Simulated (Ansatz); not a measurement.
Something may be wrong with this Ansatz 0.2.0 calculation of Si2Ni.

Contents of input.yaml:

```yaml
crystal:
  lattice:
    - [0.0, 2.703, 2.703]
    - [2.703, 0.0, 2.703]
    - [2.703, 2.703, 0.0]
  atoms:
    - { symbol: Ni, position: [0.0, 0.0, 0.0] }
    - { symbol: Si, position: [0.75, 0.75, 0.75] }
    - { symbol: Si, position: [0.25, 0.25, 0.25] }
hamiltonian:
  xc: b3-lyp
  pseudopotentials: { kind: paw }
kpoints:
  mp_grid: { grid: [9, 9, 9] }
scf:
  occupations: { method: fermi_dirac, width: 0.05 }
  max_iter: 80
output:
  forces: true
  stress: true
  eigenvalues: true
```

Potentials or basis: Ansatz PAW.

The run is started by

```sh
$ ansatz run input.yaml --threads 2 --pin off --max-ram 5632MiB --backend cpu --events-out ev --progress --plain --runs-dir out
```

Output:

```text
Error: YAML parse error: error: line 11 column 7: hamiltonian.xc: unknown variant `b3-lyp`, expected one of `lda`, `lda-pw`, `pw92`, `pbe`, `pbesol`, `rpbe`, `revpbe`, `blyp`, `pbe0`, `revpbe0`, `b3lyp`, `b3lyp5`, `hse06`, `wpbeh`, `hiss`, `lc_wpbe`, `cam_b3lyp`, `hf`, `r2scan`, `r2scanh`, `r2scan0`, `r2scan50`, `mr2scan`
  --> <input>:11:7
   |
 9 |     - { symbol: Si, position: [0.25, 0.25, 0.25] }
10 | hamiltonian:
11 |   xc: b3-lyp
   |       ^ hamiltonian.xc: unknown variant `b3-lyp`, expected one of `lda`, `lda-pw`, `pw92`, `pbe`, `pbesol`, `rpbe`, `revpbe`, `blyp`, `pbe0`, `revpbe0`, `b3lyp`, `b3lyp5`, `hse06`, `wpbeh`, `hiss`, `lc_wpbe`, `cam_b3lyp`, `hf`, `r2scan`, `r2scanh`, `r2scan0`, `r2scan50`, `mr2scan`
12 |   pseudopotentials: { kind: paw }
13 | kpoints:
   |
```

Question: Diagnose the run.

Answer: The input was rejected before any iteration. The input holds a flaw that was put in on purpose: an unknown functional (hamiltonian.xc = b3-lyp).

A sound run on the same cell differs in these lines of the main input:
```diff
@@ -11 +11 @@
-  xc: b3-lyp
+  xc: pbe
@@ -17 +16,0 @@
-  max_iter: 80
```
